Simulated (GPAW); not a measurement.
Here is a GPAW 26.7.0 calculation.

Contents of run.py:

```python
from ase.calculators.mixing import SumCalculator
from ase.eos import EquationOfState
from ase.io import Trajectory, read
from ase.units import GPa
from dftd4.ase import DFTD4
from gpaw import GPAW, PW, setup_paths

setup_paths.insert(0, '.')

atoms = read('HgSe.xyz')

traj = Trajectory('eos.traj', 'w')
volumes, energies = [], []
for x in [0.94, 0.96, 0.98, 1.0, 1.02, 1.04, 1.06]:
    a = atoms.copy()
    a.set_cell(atoms.cell * x**(1 / 3), scale_atoms=True)
    calc = GPAW(mode=PW(600),
                xc='PBEsol',
                kpts={'size': (6, 6, 6), 'gamma': True},
                occupations={'name': 'fermi-dirac', 'width': 0.05},
                nbands=18,
                convergence={'density': 1e-05, 'energy': 1e-05},
                maxiter=150,
                txt=f'eos-{x:.2f}.txt')
    a.calc = SumCalculator([calc, DFTD4(method='pbesol')])
    energies.append(a.get_potential_energy())
    volumes.append(a.get_volume())
    p = -a.get_stress()[:3].mean() / GPa
    calc.write(f'eos-{x:.2f}.gpw')
    traj.write(a)
    print(f'{x:.2f} {volumes[-1]:10.4f} A^3 {energies[-1]:14.6f} eV {p:9.3f} GPa', flush=True)

v0, e0, B = EquationOfState(volumes, energies, eos='birchmurnaghan').fit()
print(f'V0 = {v0:.4f} A^3, E0 = {e0:.6f} eV, B0 = {B / GPa:.2f} GPa')
```

Contents of HgSe.xyz:

```xyz
2
Lattice="0.0000000000 3.0390000000 3.0390000000 3.0390000000 0.0000000000 3.0390000000 3.0390000000 3.0390000000 0.0000000000" Properties=species:S:1:pos:R:3 pbc="T T T"
Hg     0.0000000000      0.0000000000      0.0000000000
Se     4.5585000000      4.5585000000      4.5585000000
```

Potentials or basis: PAW data sets generated in the run's folder for this functional, pw.

Command:

```bash
$ gpaw-setup -f PBEsol Hg Se
$ OMP_NUM_THREADS=1 python run.py
```

Q: What does it give for the bulk modulus?

A: 55 GPa.

Q: Estimate the pressure derivative of the bulk modulus.

A: 5.0.

Q: Predict the equilibrium volume.

A: 28.50 Å³/atom.

Energy against volume, from the lowest point:
| volume (Å³/atom) | energy (meV/atom) |
| --- | --- |
| 26.383 | 31.16 |
| 26.944 | 16.06 |
| 27.505 | 6.24 |
| 28.067 | 1.05 |
| 28.628 | 0.00 |
| 29.189 | 2.61 |
| 29.751 | 8.51 |

The run has no spin-orbit coupling, so splittings on Hg are missing.

**What was measured.**

“The pseudo-binary mercury chalcogenide alloy HgSe0.7S0.3 at high pressure: a mechanism of the zinc blende/cinnabar reconstructive phase transition”, 2002, arxiv:cond-mat/0209548 quotes, for a bulk crystal of HgSe: bulk modulus 51.6 ± 0.2 GPa.

Measured bulk modulus of HgSe: 51.6 GPa (quoted in “The pseudo-binary mercury chalcogenide alloy HgSe0.7S0.3 at high pressure: a mechanism of the zinc blende/cinnabar reconstructive phase transition”, 2002, arxiv:cond-mat/0209548). This calculation gives 55 GPa (+5.9 %). The fit is for a static lattice scaled at fixed shape and fixed fractional positions.
